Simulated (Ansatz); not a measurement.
A decomposition energy, worked out: W5C

Level of theory: Ansatz, DFT PBE, scalar-relativistic, plane waves, PAW. All cells share a 420 eV cutoff and Γ-centred k meshes spaced about 0.3 Å⁻¹ or finer (0.25 for metals, 2π included). No spin polarisation.

Formation energies are uncorrected and refer to the elements' standard structures at the same level.

All energies are static (0 K, no zero-point motion). Spin–orbit coupling, which can matter for W, is left out. The reference form of C is held partly by dispersion forces, which this level lacks.

A trial structure of W5C (reached from: a cell proposed by chemical analogy; relaxed: space group I4/mmm (No. 139), a = 3.142 Å, c = 17.658 Å) has a formation energy of 0.162 eV/atom. At its composition the lowest mixture among the elements and 2 reference phases computed alike (others may be missing) consists of these:

| phase | source | ΔE_f (eV/atom) |
| --- | --- | --- |
| W (solid) | element | 0.000 |
| WC (P-6m2) | Materials Project | -0.145 |

**Question.** Write the balanced decomposition and find its energy per atom, per formula unit and per mole of formula units.

**Answer.** Balancing W and C gives W5C → 4 W + WC. The left side holds 6 atoms, and the products take 4/6 (W) and 2/6 (WC) of them. The mixture therefore lies at 4/6 × (0.000) + 2/6 × (-0.145) = -0.048 eV/atom. The reaction energy is -0.048 − (0.162) = -0.210 eV/atom. Times 6 atoms that is -1.260 eV per W5C, and times 96.485 it is -122 kJ per mole of W5C. Decomposition is downhill, so the trial structure is unstable against this mixture.

The trial cell lies above not only the W + WC mixture but also the separate elements, and most of the decomposition energy comes from its own positive formation energy of 0.162 eV/atom; the stability of WC adds the smaller part. Tungsten's roughly half-filled d band already gives strong metal-metal bonding, and the octahedral interstices of the bcc metal are small and strongly compressed along one axis. Carbon in a metal-rich lattice therefore probably costs more in strain and weakened W–W bonding than its W–C bonds return. In WC, by contrast, every carbon sits in a roomy trigonal prism of tungsten with strong d–p covalency. This fits the very low solubility of carbon in solid tungsten.

The elemental carbon energy cancels in the decomposition reaction, so an error in that reference does not affect the -0.210 eV/atom. Any further competing phase could only deepen the instability. The result rules out this structure as a static ground state, but not a lower-energy arrangement at the same composition.
